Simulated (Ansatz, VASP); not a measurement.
**Si in VASP and in Ansatz**

File INCAR:

```
SYSTEM = Si
  ALGO = Normal
  EDIFF = 1E-6
  ENCUT = 520
  GGA = PE
  ISIF = 2
  ISMEAR = -1
  LASPH = .True.
  LCHARG = .False.
  LREAL = .False.
  LWAVE = .False.
  NBANDS = 8
  NELM = 100
  PREC = Accurate
  SIGMA = 0.08
```

Contents of KPOINTS:

```
k-points
0
Gamma
  15 15 15
  0 0 0
```

POSCAR

```
Si
1.0
    2.3292021676      0.0000000000      0.0000000000
    0.0000000000      2.3292021676      0.0000000000
    0.0000000000      0.0000000000      2.3292021676
Si
1
Direct
    0.0000000000      0.0000000000      0.0000000000
```

Input for Ansatz:

```yaml
crystal:
  lattice:
    - [2.3292021676, 0.0, 0.0]
    - [0.0, 2.3292021676, 0.0]
    - [0.0, 0.0, 2.3292021676]
  atoms:
    - { symbol: Si, position: [0.0, 0.0, 0.0] }
kpoints:
  mp_grid: { grid: [15, 15, 15] }
scf:
  occupations: { method: fermi_dirac, width: 0.08 }
hamiltonian:
  xc: pbe
  pseudopotentials: { kind: all_electron, lapw: { basis_error: 0.001 } }
output:
  forces: true
  stress: true
  eigenvalues: true
  populations: true
```

Change from the starting cell: volume scaled by 0.78, LAPW.

Alike in both runs: task single point; functional PBE; k mesh 15 × 15 × 15; occupations fermi-dirac, width 0.08 eV; no spin polarisation.

|  | VASP | Ansatz |
| --- | --- | --- |
| version | VASP 6.6.1 | Ansatz 0.2.0 |
| potentials or method | VASP PAW PBE potentials, release 64 (Si) | all-electron LAPW, scalar-relativistic |
| plane-wave cutoff (eV) | 520 | see its input |

```csv
,VASP,Ansatz,Ansatz less VASP
pressure (GPa),42.9,42.9,+0.03
```

Ansatz ran all-electron here, so the differences hold the error of VASP's frozen core and of both bases.

Caveats: so large a pressure means that the cell lies far from this level's equilibrium, or that cutoff or potentials fall short (VASP).
